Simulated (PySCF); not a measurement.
C5H6N (charge +1).
Bonds: C1–C2 (aromatic), C2–C3 (aromatic), C3–N4 (aromatic), N4–C5 (aromatic), C5–C6 (aromatic), C1–C6 (aromatic). Hydrogens: H7 on C1; H8 on C2; H9 on C3; H10 on N4; H11 on C5; H12 on C6.

Probes without a nucleus sit at each ring's centroid and 1 Å off its mean plane on both sides; NICS is minus the shielding there, NICSzz its component along the normal. Level: GIAO PBE0/pcSseg-1 (PySCF, non-relativistic, gas phase) on the GFN2-xTB geometry, one conformer.

Ring bond lengths (Å), with Mayer bond orders in brackets: C1–C2 1.391 (1.40), C2–C3 1.381 (1.45), C3–N4 1.337 (1.24), N4–C5 1.337 (1.24), C5–C6 1.381 (1.45), C6–C1 1.391 (1.40).

Task: Give the NICS values of each ring in ppm.

Result: 
| ring | type | NICS(0) | NICS(1), two faces | NICS(1)zz, two faces | rms pucker (Å) | centre to ring atoms, mean (Å) |
| --- | --- | --- | --- | --- | --- | --- |
| C1–C2–C3–N4–C5–C6 | 6-membered ring with N; formal bonds all aromatic | -7.9 | -10.7 / -10.7 | -27.8 / -27.8 | 0.00 | 1.37 |

Task: What do they say, and how far can they be read as aromaticity?

Result: 
- C1–C2–C3–N4–C5–C6: mean NICS(1)zz -27.8 ppm, shielded, aromatic by this magnetic criterion (flat ring, no four-coordinate atom).

Task: What does the geometric index give? HOMA = 1 − mean of α(R − Ropt)² over the ring bonds, with Krygowski's 1993 parameters (CC: Ropt 1.388 Å, α 257.7 Å⁻²; CN: Ropt 1.334 Å, α 93.52 Å⁻²).

Result: 
- C1–C2–C3–N4–C5–C6: HOMA 0.99; the largest term is that of C5–C6, α(R − Ropt)² = 0.01. The geometric and the magnetic index point the same way.

Task: What is the mean of the two in-plane components of NICS at the first NICS(1) probe listed for ring C1–C2–C3–N4–C5–C6, 1 Å off the ring?

Result: The isotropic value is a third of the trace: (3 × -10.7 − (-27.8))/2 = -2.1 ppm.

Task: Give the inner angles of the rings and the Hirshfeld charges of the ring atoms.

Result: 
- C1–C2–C3–N4–C5–C6: C1 119.4° (+0.046 e), C2 119.1° (+0.007 e), C3 119.9° (+0.093 e), N4 122.5° (+0.031 e), C5 119.9° (+0.093 e), C6 119.1° (+0.007 e); sum 720.0° against 720° for a flat convex ring.

Time: 11 s of wall time. Hardware: one thread, x86-64 server, shared host. This is the whole shielding run at PBE0/pcSseg-1, SCF included.
